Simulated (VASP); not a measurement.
# Sr (P6_3/mmc) in VASP: a series of runs

The runs below take Sr through single point, with PBE.

All numbers are computed with VASP 6.6.1; they aren't measurements. Logs are shortened: lines on timing, memory, paths and dates and some standing lists are left out, and cuts for length are marked.

### Step 1. The crystal as given

The structure is hexagonal, space group P6_3/mmc (No. 194). The conventional cell has a = 4.301 Å, b = 4.301 Å, c = 14.185 Å, α = 90.00°, β = 90.00°, γ = 120.00°. Sr (site symmetry -6m2) has 12 Sr at 4.30 to 4.33 Å as nearest neighbours. Around Sr (site symmetry -3m) lie 12 Sr at 4.30 to 4.33 Å.

This isn't the form of Sr at room conditions, which is fcc.

### Step 2. Single point, PBE

File INCAR:

```
SYSTEM = Sr
  PREC = Accurate
  ENCUT = 520
  EDIFF = 1E-6
  ISMEAR = -1
  SIGMA = 0.02
  LREAL = .False.
  LASPH = .True.
  NELM = 100
  ALGO = Fast
  ISIF = 2
  LWAVE = .False.
  LCHARG = .False.
  GGA = PE
  NBANDS = 28
```

File KPOINTS:

```
regular mesh
0
Gamma
  9 9 3
  0 0 0
```

File POSCAR:

```
Sr
1.0
    4.3012039437      0.0000000000      0.0000000000
   -2.1506019719      3.7249518821      0.0000000000
    0.0000000000      0.0000000000     14.1848241900
Sr
4
Direct
    0.6666666667      0.3333333333      0.7500000000
    0.0000000000      0.0000000000      0.5000000000
    0.3333333333      0.6666666667      0.2500000000
    0.0000000000      0.0000000000      0.0000000000
```

Potentials or basis: VASP PAW PBE potentials, release 64 (Sr_sv).

On the command line:

```bash
$ cat potpaw_PBE.64/Sr_sv/POTCAR > POTCAR
$ mpirun -np 1 vasp_std > vasp.out
```

OUTCAR:

```text
SYSTEM = Sr
   PREC = Accurate
   ENCUT = 520
   EDIFF = 1E-6
   ISMEAR = -1
   LREAL = .False.
   LASPH = .True.
   NELM = 100
   ISIF = 2
   GGA = PE

 ion  position               nearest neighbor table
   1  0.667  0.333  0.750-   2 4.33   4 4.33   2 4.33   4 4.33   2 4.33   4 4.33
   2  0.000  0.000  0.500-   1 4.33   3 4.33   1 4.33   3 4.33   1 4.33   3 4.33
   3  0.333  0.667  0.250-   2 4.33   4 4.33   2 4.33   4 4.33   2 4.33   4 4.33
   4  0.000  0.000  0.000-   1 4.33   3 4.33   1 4.33   3 4.33   1 4.33   3 4.33

  LATTYP: Found a hexagonal cell.
 ALAT       =     4.3012039437
 C/A-ratio  =     3.2978729620

  Lattice vectors:

 A1 = (   4.3012039437,   0.0000000000,   0.0000000000)
 A2 = (  -2.1506019719,   3.7249518821,   0.0000000000)
 A3 = (   0.0000000000,   0.0000000000,  14.1848241900)

Analysis of symmetry for initial positions (statically):
=====================================================================
 Subroutine PRICEL returns:
 Original cell was already a primitive cell.

 Routine SETGRP: Setting up the symmetry group for a
 hexagonal supercell.

 Subroutine GETGRP returns: Found 24 space group operations
 (whereof 12 operations were pure point group operations)
 out of a pool of 24 trial point group operations.

The static configuration has the point symmetry D_3d.
 The point group associated with its full space group is D_6h.

Analysis of symmetry for dynamics (positions and initial velocities):
=====================================================================
 Subroutine PRICEL returns:
 Original cell was already a primitive cell.

 Routine SETGRP: Setting up the symmetry group for a
 hexagonal supercell.

 Subroutine GETGRP returns: Found 24 space group operations
 (whereof 12 operations were pure point group operations)
 out of a pool of 24 trial point group operations.

The dynamic configuration has the point symmetry D_3d.
 The point group associated with its full space group is D_6h.

 Subroutine INISYM returns: Found 24 space group operations
 (whereof 12 operations are pure point group operations),
 and found     1 'primitive' translations

----------------------------------------------------------------------------------------

                                     Primitive cell

  volume of cell :     227.2661

  direct lattice vectors                    reciprocal lattice vectors
     4.301203944  0.000000000  0.000000000     0.232493045  0.134229922  0.000000000
    -2.150601972  3.724951882  0.000000000     0.000000000  0.268459844  0.000000000
     0.000000000  0.000000000 14.184824190     0.000000000  0.000000000  0.070497878

  length of vectors
     4.301203944  4.301203944 14.184824190     0.268459844  0.268459844  0.070497878

  position of ions in fractional coordinates (direct lattice)
     0.666666667  0.333333333  0.750000000
     0.000000000  0.000000000  0.500000000
     0.333333333  0.666666667  0.250000000
     0.000000000  0.000000000  0.000000000

  ion indices of the primitive-cell ions
   primitive index   ion index
                 1           1
                 2           2
                 3           3
                 4           4

----------------------------------------------------------------------------------------

 KPOINTS: regular mesh

Automatic generation of k-mesh.
 Grid dimensions read from file:
 generate k-points for:    9    9    3

 Generating k-lattice:

  Cartesian coordinates                     Fractional coordinates (reciprocal lattice)
     0.025832561  0.014914436  0.000000000     0.111111111  0.000000000  0.000000000
     0.000000000  0.029828872  0.000000000     0.000000000  0.111111111  0.000000000
     0.000000000  0.000000000  0.023499293     0.000000000  0.000000000  0.333333333

  Length of vectors
     0.029828872  0.029828872  0.023499293

  Shift w.r.t. Gamma in fractional coordinates (k-lattice)
     0.000000000  0.000000000  0.000000000

 Subroutine IBZKPT returns following result:
 ===========================================

 Found     24 irreducible k-points:

 Following reciprocal coordinates:
            Coordinates               Weight
  0.000000  0.000000  0.000000      1.000000
  0.111111  0.000000  0.000000      6.000000
  0.222222 -0.000000  0.000000      6.000000
  0.333333  0.000000  0.000000      6.000000
  0.444444 -0.000000  0.000000      6.000000
  0.111111  0.111111  0.000000      6.000000
[... 16 lines left out ...]
  0.333333  0.222222  0.333333     24.000000
  0.333333  0.333333  0.333333      4.000000
   k-points           NKPTS =     24   k-points in BZ     NKDIM =     24   number of bands    NBANDS=     28
   number of dos      NEDOS =    301   number of ions     NIONS =      4
   total plane-waves  NPLWV = 110592
   dimension x,y,z NGX =    32 NGY =   32 NGZ =  108
   dimension x,y,z NGXF=    64 NGYF=   64 NGZF=  216
   ions per type =               4
   NGX,Y,Z   is equivalent  to a cutoff of  12.37, 12.37, 12.66 a.u.
   NGXF,Y,Z  is equivalent  to a cutoff of  24.74, 24.74, 25.32 a.u.
 SYSTEM =  Sr
   PREC   = accura    normal or accurate (medium, high low for compatibility)
   ISTART =      0    job   : 0-new  1-cont  2-samecut
   ICHARG =      2    charge: 1-file 2-atom 10-const
   ISPIN  =      1    spin polarized calculation?
   LNONCOLLINEAR =      F non collinear calculations
   LSORBIT =      F    spin-orbit coupling
   LASPH  =      T    aspherical Exc in radial PAW
   ENCUT  =  520.0 eV  38.22 Ry    6.18 a.u.   8.00  8.00 26.37*2*pi/ulx,y,z
   NELM   =    100;   NELMIN=  2; NELMDL= -5     # of ELM steps
   EDIFF  = 0.1E-05   stopping-criterion for ELM
   LREAL  =      F    real-space projection
   EDIFFG = 0.1E-04   stopping-criterion for IOM
   NSW    =      0    number of steps for IOM
   IBRION =     -1    ionic relax: 0-MD 1-quasi-New 2-CG
   NFREE  =      0    steps in history (QN), initial steepest desc. (CG)
   ISIF   =      2    stress and relaxation
   ISYM   =      2    0-nonsym 1-usesym 2-fastsym
   POTIM  = 0.5000    time-step for ionic-motion
   TEBEG  =    0.0;   TEEND  =   0.0 temperature during run
   PSTRESS=    0.0 pullay stress
   NELECT =      40.0000    total number of electrons
   NUPDOWN=      -1.0000    fix difference up-down
   EMIN   =  10.00;   EMAX   =-10.00  energy-range for DOS
   EFERMI =   0.00;   METHOD = LEGACY
   ISMEAR =    -1;   SIGMA  =   0.02  broadening in eV -4-tet -1-fermi 0-gaus
   EFERMI_NEDOS =   21; number of points for ismear=-14 and -15
   IALGO  =     68    algorithm
   IMIX   =      4    mixing-type and parameters
     AMIX     =   0.40;   BMIX     =  1.00
     AMIX_MAG =   1.60;   BMIX_MAG =  1.00
  volume/ion in A,a.u.               =      56.82       383.42
  Fermi-wavevector in a.u.,A,eV,Ry     =   0.917452  1.733733 11.452267  0.841718
  Thomas-Fermi vector in A             =   2.042422
   LORBIT       =      0    0 simple, 1 ext, 2 COOP (PROOUT), +10 PAW based schemes
   GGA     = PE    functional components
   LHFCALC =     F    Hartree Fock is set to
   AEXX    =    0.0000 exact exchange contribution
   IVDW    =     0    specifies the selected vdW correction
   LEPSILON=     F    determine dielectric tensor
   LRPA    =     F    only Hartree local field effects (RPA)
 non-spin polarized calculation
 RMM-DIIS sequential band-by-band and
  energy-cutoff  :      520.00
  volume of cell :      227.27
 maximum number of plane-waves:      6156
 NGX is ok and might be reduce to    32
   NGX = 15   NGY = 15   NGZ = 53

 number of electron      40.0000001 magnetization

 Free energy of the ion-electron system (eV)
  ---------------------------------------------------
  ext. energy  EPLUGINS =         0.00000000
  ---------------------------------------------------
  free energy    TOTEN  =        -6.53215518 eV

  energy without entropy =       -6.52508655  energy(sigma->0) =       -6.52862086

 E-fermi :   1.4798     XC(G=0):  -7.2528

 val. band max:        1.4775355763   @ k =   0.3333   0.0000   0.0000
 cond. band min:       1.4904746711   @ k =   0.3333   0.3333   0.3333
 fundamental gap:      0.0129390948
 Fermi energy:         1.4797681362

 k-point     1 :       0.0000    0.0000    0.0000
  band No.  band energies     occupation
      1     -35.2086      2.00000
      2     -35.2045      2.00000
      3     -35.2008      2.00000
      4     -35.1967      2.00000
      5     -17.2684      2.00000
      6     -17.1880      2.00000
[... 20 lines left out ...]
     27       3.7410      0.00000
     28       3.7639      0.00000

 k-point     2 :       0.1111    0.0000    0.0000
  band No.  band energies     occupation
      1     -35.2073      2.00000
      2     -35.2035      2.00000
      3     -35.1998      2.00000
      4     -35.1960      2.00000
      5     -17.2617      2.00000
      6     -17.1899      2.00000
[... 20 lines left out ...]
     27       3.8230      0.00000
     28       3.8834      0.00000

 k-point     3 :       0.2222   -0.0000    0.0000
  band No.  band energies     occupation
      1     -35.2041      2.00000
      2     -35.2011      2.00000
      3     -35.1974      2.00000
      4     -35.1944      2.00000
      5     -17.2438      2.00000
      6     -17.2040      2.00000
[... 20 lines left out ...]
     27       3.6410      0.00000
     28       3.8665      0.00000

 k-point     4 :       0.3333    0.0000    0.0000
  band No.  band energies     occupation
      1     -35.2002      2.00000
      2     -35.1983      2.00000
      3     -35.1946      2.00000
      4     -35.1927      2.00000
      5     -17.2423      2.00000
      6     -17.2421      2.00000
[... 20 lines left out ...]
     27       3.2640      0.00000
     28       3.4907      0.00000

 k-point     5 :       0.4444   -0.0000    0.0000
  band No.  band energies     occupation
      1     -35.1974      2.00000
      2     -35.1965      2.00000
      3     -35.1928      2.00000
      4     -35.1918      2.00000
      5     -17.2706      2.00000
      6     -17.2666      2.00000
[... 20 lines left out ...]
     27       2.8769      0.00000
     28       3.4428      0.00000

 k-point     6 :       0.1111    0.1111    0.0000
  band No.  band energies     occupation
      1     -35.2051      2.00000
      2     -35.2018      2.00000
      3     -35.1981      2.00000
      4     -35.1948      2.00000
      5     -17.2492      2.00000
      6     -17.1979      2.00000
[... 463 lines left out ...]
      5     -17.2652      2.00000
      6     -17.2617      2.00000
[... 20 lines left out ...]
     27       2.9485      0.00000
     28       3.2561      0.00000

 k-point    22 :       0.2222    0.2222    0.3333
  band No.  band energies     occupation
      1     -35.1981      2.00000
      2     -35.1975      2.00000
      3     -35.1930      2.00000
      4     -35.1924      2.00000
      5     -17.2400      2.00000
      6     -17.2346      2.00000
[... 20 lines left out ...]
     27       2.9960      0.00000
     28       3.0975      0.00000

 k-point    23 :       0.3333    0.2222    0.3333
  band No.  band energies     occupation
      1     -35.1960      2.00000
      2     -35.1958      2.00000
      3     -35.1919      2.00000
      4     -35.1917      2.00000
      5     -17.2489      2.00000
      6     -17.2464      2.00000
[... 20 lines left out ...]
     27       2.6136      0.00000
     28       2.8980      0.00000

 k-point    24 :       0.3333    0.3333    0.3333
  band No.  band energies     occupation
      1     -35.1952      2.00000
      2     -35.1952      2.00000
      3     -35.1915      2.00000
      4     -35.1915      2.00000
      5     -17.2342      2.00000
      6     -17.2342      2.00000
[... 20 lines left out ...]
     27       2.3256      0.00000
     28       2.6010      0.00000

------------------------ aborting loop because EDIFF is reached ----------------------------------------

  FORCE on cell =-STRESS in cart. coord.  units (eV):
  Direction    XX          YY          ZZ          XY          YZ          ZX
  --------------------------------------------------------------------------------------
  -------------------------------------------------------------------------------------
  Total       -0.4445974     -0.4445974     -0.4935484      0.0000000      0.0000000      0.0000000
  in kB       -3.1343165     -3.1343165     -3.4794106      0.0000000      0.0000000      0.0000000
  external PRESSURE =      -3.2493479 kB  Pullay stress =       0.0000000 kB

 VOLUME and BASIS-vectors are now :
 -----------------------------------------------------------------------------
  energy-cutoff  :      520.00
  volume of cell :      227.27
      direct lattice vectors                 reciprocal lattice vectors
     4.301203944  0.000000000  0.000000000     0.232493045  0.134229922  0.000000000
    -2.150601972  3.724951882  0.000000000     0.000000000  0.268459844  0.000000000
     0.000000000  0.000000000 14.184824190     0.000000000  0.000000000  0.070497878

 POSITION                                       TOTAL-FORCE (eV/Angst)
 -----------------------------------------------------------------------------------
      2.15060      1.24165     10.63862         0.000000     -0.000000      0.000000
      0.00000      0.00000      7.09241        -0.000000      0.000000     -0.000000
     -0.00000      2.48330      3.54621        -0.000000      0.000000     -0.000000
      0.00000      0.00000      0.00000        -0.000000      0.000000     -0.000000
 -----------------------------------------------------------------------------------
    total drift:                               -0.000000      0.000000      0.000000

  FREE ENERGIE OF THE ION-ELECTRON SYSTEM (eV)
  ---------------------------------------------------
  free  energy   TOTEN  =        -6.5321551802 eV

  energy  without entropy=       -6.5250865464  energy(sigma->0) =       -6.52862086
```

It took 1.9 min on 1 thread of Intel Xeon 6975P-C (Granite Rapids), shared host; peak memory 0.38 GiB.

What came out:

```yaml
Free_energy: -6.5322 eV
Pressure: -0.3 GPa
Band_gap_on_the_k_mesh: none (metal or under the smearing width)
```

Levels at points of the mesh, in eV from the Fermi level:
```tsv
k point	band 16	band 17	band 18	band 19	band 20	band 21	band 22	band 23	band 24	band 25
(0.00, 0.00, 0.00)	-18.58	-3.60	-2.70	-2.70	-1.14	-0.01	1.21	1.23	2.19	2.20
```

### Step 3. Single point, PBE

This run uses another cell than the first one, of 58.52 Å³/atom, 1.030 times its volume.

File INCAR:

```
SYSTEM = Sr
PREC     = Accurate       ! precision mode
ENCUT    = 520            ! plane-wave cutoff, eV
EDIFF    = 1E-6           ! SCF threshold, eV
ISMEAR   = -1             ! smearing method
SIGMA    = 0.02           ! smearing width, eV
LREAL    = .False.        ! projectors in reciprocal space
LASPH    = .True.         ! aspherical terms in the spheres
NELM     = 100            ! most SCF steps
ALGO     = Fast           ! electronic algorithm
ISIF     = 2              ! what is computed and relaxed
LWAVE    = .False.        ! write WAVECAR
LCHARG   = .True.         ! write CHGCAR
GGA      = PE             ! functional
LELF     = .True.         ! ELF
LVHAR    = .True.       
NBANDS   = 28             ! bands
```

KPOINTS is that of step 2.

File POSCAR:

```
Sr
1.0
    4.3437928911      0.0000000000      0.0000000000
   -2.1718964456      3.7618349925      0.0000000000
    0.0000000000      0.0000000000     14.3252771282
Sr
4
Direct
    0.6666666667      0.3333333333      0.7500000000
    0.0000000000      0.0000000000      0.5000000000
    0.3333333333      0.6666666667      0.2500000000
    0.0000000000      0.0000000000      0.0000000000
```

Potentials or basis: VASP PAW PBE potentials, release 64 (Sr_sv).

On the command line:

```bash
$ cat potpaw_PBE.64/Sr_sv/POTCAR > POTCAR
$ mpirun -np 1 vasp_std > vasp.out
```

It took 2.5 min on 1 thread of Intel Xeon 6975P-C (Granite Rapids), shared host; peak memory 0.38 GiB.

Results (log left out):

| Item | Value |
| --- | --- |
| Free energy | -6.5122 eV |
| Pressure | -0.6 GPa |
| Band gap on the k mesh | none (metal or under the smearing width) |

Levels at points of the mesh, in eV from the Fermi level:
| k point | band 17 | band 18 | band 19 | band 20 | band 21 | band 22 | band 23 | band 24 |
| --- | --- | --- | --- | --- | --- | --- | --- | --- |
| (0.00, 0.00, 0.00) | -3.55 | -2.67 | -2.67 | -1.13 | -0.04 | 1.20 | 1.22 | 2.17 |
